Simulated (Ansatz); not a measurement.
Wanted: the native input for an Ansatz 0.2.0 run.

| Property | Result |
| --- | --- |
| Task | relaxation of cell and atoms |
| Functional | PBEsol |
| Potentials or basis | Ansatz PAW |
| Cutoff | 420 eV (not typed: the program's choice for these potentials) |
| k mesh | 12 × 12 × 12 |
| Occupations | fermi-dirac, width 0.05 eV |
| Spin | no spin polarisation |

Crystal: Si2W.

```
W Si
1.0
    -1.60690    1.60690    3.91495
     1.60690   -1.60690    3.91495
     1.60690    1.60690   -3.91495
W Si
1 2
Direct
  0.00000 0.00000 0.00000
  0.66530 0.66530 0.00000
  0.33470 0.33470 0.00000
```

One way to write it, as run:

input.yaml

```yaml
crystal:
  lattice:
    - [-1.6069, 1.6069, 3.91495]
    - [1.6069, -1.6069, 3.91495]
    - [1.6069, 1.6069, -3.91495]
  atoms:
    - { symbol: W, position: [0.0, 0.0, 0.0] }
    - { symbol: Si, position: [0.6653, 0.6653, 0.0] }
    - { symbol: Si, position: [0.3347, 0.3347, 0.0] }
hamiltonian:
  xc: pbesol
  pseudopotentials: { kind: paw }
kpoints:
  mp_grid: { grid: [12, 12, 12] }
scf:
  occupations: { method: fermi_dirac, width: 0.05 }
output:
  forces: true
  stress: true
relax:
  f_tol: 0.01
  max_steps: 40
  cell: { stress_tol: 0.05 }
```

Potentials or basis: Ansatz PAW.

Command:

```console
$ ansatz run input.yaml --threads 2 --pin off --max-ram 5632MiB --backend cpu --events-out ev --progress --plain --runs-dir out
```

It gave:

```json
{
  "Relaxed volume": "13.36 Å³/atom",
  "Relaxed cell": "a = 4.517 Å, b = 4.517 Å, c = 4.517 Å, α = 138.48°, β = 138.48°, γ = 60.17°",
  "Space group after relaxing (to 0.05 Å)": "I4/mmm (No. 139)",
  "Energy gained by relaxing": "0.8 meV/atom",
  "Ionic steps": "5",
  "Pressure after relaxing": "0.0 GPa",
  "Largest force after relaxing": "0.004 eV/Å"
}
```

Caveat: the plane-wave basis is chosen anew once the cell has moved, so the energies of steps on either side of that aren't comparable; the PAW data sets come from PBE, with cores solved anew for the run's functional, which leaves a small shift of forces and pressure.

It took 7.9 s on 2 threads of Intel(R) Xeon(R) Platinum 8488C (Sapphire Rapids), on a shared host, peak memory 0.46 GiB.
